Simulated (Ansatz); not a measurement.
A run of Ansatz 0.2.0 is set up as follows.

Contents of input.yaml:

```yaml
crystal:
  lattice:
    - [0.0, 3.06065, 3.06065]
    - [3.06065, 0.0, 3.06065]
    - [3.06065, 3.06065, 0.0]
  atoms:
    - { symbol: Pb, position: [0.0, 0.0, 0.0] }
    - { symbol: Se, position: [0.5, 0.5, 0.5] }
kpoints:
  mp_grid: { grid: [8, 8, 8] }
scf:
  occupations: { method: fermi_dirac, width: 0.05 }
hamiltonian:
  xc: rpbe
  pseudopotentials: { kind: all_electron, lapw: { basis_error: 0.001 } }
output:
  forces: true
  stress: true
relax:
  f_tol: 0.01
  max_steps: 60
  cell: {}
```

Potentials or basis: all-electron LAPW, scalar-relativistic.

Run with:

```console
$ ansatz run input.yaml --threads 1 --pin off --max-ram 3072MiB --backend cpu --events-out ev --progress --plain --runs-dir out
```

Task: What does it give for the relaxed cell?

Result: a = 4.453 Å, b = 4.453 Å, c = 4.453 Å, α = 60.00°, β = 60.00°, γ = 60.00°.

Task: What does it give for the relaxed volume?

Result: 31.21 Å³/atom.

Final structure:
```cif
data_structure
_symmetry_space_group_name_H-M 'P 1'
_symmetry_Int_Tables_number 1
_cell_length_a 4.4526
_cell_length_b 4.4526
_cell_length_c 4.4526
_cell_angle_alpha 60.000
_cell_angle_beta 60.000
_cell_angle_gamma 60.000
_cell_volume 62.42
loop_
_atom_site_label
_atom_site_type_symbol
_atom_site_fract_x
_atom_site_fract_y
_atom_site_fract_z
_atom_site_occupancy
Pb1 Pb 0.00000 0.00000 0.00000 1
Se1 Se 0.50000 0.50000 0.50000 1
```

The cell as given is a measured one (28.67 Å³/atom); RPBE puts the equilibrium volume +8.9 % from it, thermal expansion not counted.
